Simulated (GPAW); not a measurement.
**ZrS2: G0W0 quasiparticle levels with LDA+U**

The system is ZrS2.

```
Zr S
1.0
     3.69138    0.00000    0.00000
    -1.84569    3.19683    0.00000
     0.00000    0.00000    6.04108
Zr S
1 2
Direct
  0.00000 0.00000 0.00000
  0.33333 0.66667 0.23791
  0.66667 0.33333 0.76209
```

The cell is a database's computed one.

```yaml
Program: GPAW 26.7.0
Task: G0W0 quasiparticle levels
Functional: LDA
Potentials_or_basis: the program's PAW data sets (release 1.2.1) made for this functional
Cutoff: 500 eV
Basis: pw
k_mesh: 4 × 4 × 2
Occupations: fermi-dirac, width 0.001 eV
Spin: no spin polarisation
Hubbard_terms: Zr d U = 1 eV
Response_ecut: 120 eV
Frequency: ppa
Extrapolate: no
Vertex: none
Qp_bands: 2
Integrate_gamma: reciprocal
All_k: yes
Domega0: 0.15 eV
Maxiter: 150
Response_bands: 212
```

```
Band gap on the k mesh, mean-field level : 1.07 eV, indirect (least direct gap 1.69 eV)
Quasiparticle gap                        : 2.17 eV
Least direct quasiparticle gap           : 2.97 eV
```

Levels at points of the mesh, in eV from the valence-band top:
```tsv
k point	band 9	band 10	band 11	band 12	band 13	band 14	band 15	band 16
(0.00, 0.00, 0.00)	-2.73	-0.03	-0.03	0.00	1.69	1.69	2.50	5.04
(0.00, 0.00, 0.50)	-2.70	-1.61	-0.13	-0.13	1.66	1.66	2.80	5.34
(0.50, 0.50, 0.00)	-2.40	-2.31	-1.65	-1.14	1.24	3.39	3.63	5.75
(0.50, 0.50, 0.50)	-2.51	-2.16	-0.94	-0.75	1.07	3.38	3.64	5.35
```

Wall time 8.1 min on 1 thread of Arm Neoverse V1, with other jobs on the host, peak memory 0.48 GiB.

Caveat: the k mesh is coarse (spacing up to 0.52 Å⁻¹), so the values aren't converged; on this mesh the treatment of q = 0 moves the result by about a tenth of an eV; the long-wavelength limit can be off by several per cent where d states take part; response on these states lacks terms of the Hamiltonian. A k mesh can miss the band edges.
